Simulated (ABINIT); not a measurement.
A run of ABINIT 10.8.3 (patched build) is set up as follows.

run.abi

```
# Pseudopotentials
pp_dirpath "./"
pseudos "Al.LDA_PW-JTH.xml"

# Structure
acell 5.4112434042 5.4112434042 5.4112434042
rprim
     0.0000000000     0.7071067812     0.7071067812
     0.7071067812     0.0000000000     0.7071067812
     0.7071067812     0.7071067812     0.0000000000
ntypat 1
znucl 13
natom 1
typat 1
xcart
     0.0000000000     0.0000000000     0.0000000000 Angstrom

# Plane-wave basis
ecut 20.0
pawecutdg 40.0

# k points
kptopt 1
ngkpt 9 9 9
nshiftk 1
shiftk 0.0 0.0 0.0

# Exchange and correlation
ixc 7

# Bands and occupations
nband 6
occopt 3
tsmear 0.00183747

# SCF cycle
nstep 100
tolvrs 1.0e-9

# Output
iomode 3
prtwf 0
prteig 0
prtebands 0
enunit 2
prtden 1
prtvha 1
prtvclmb 1
prtpot 1
```

Potentials or basis: JTH PAW LDA v2.0.

The run is started by

```bash
$ abinit run.abi > log 2>&1
```

Problem. Estimate the pressure.

Solution. -3.5 GPa.

Problem. Predict the band gap on the k mesh.

Solution. None (metal or under the smearing width).
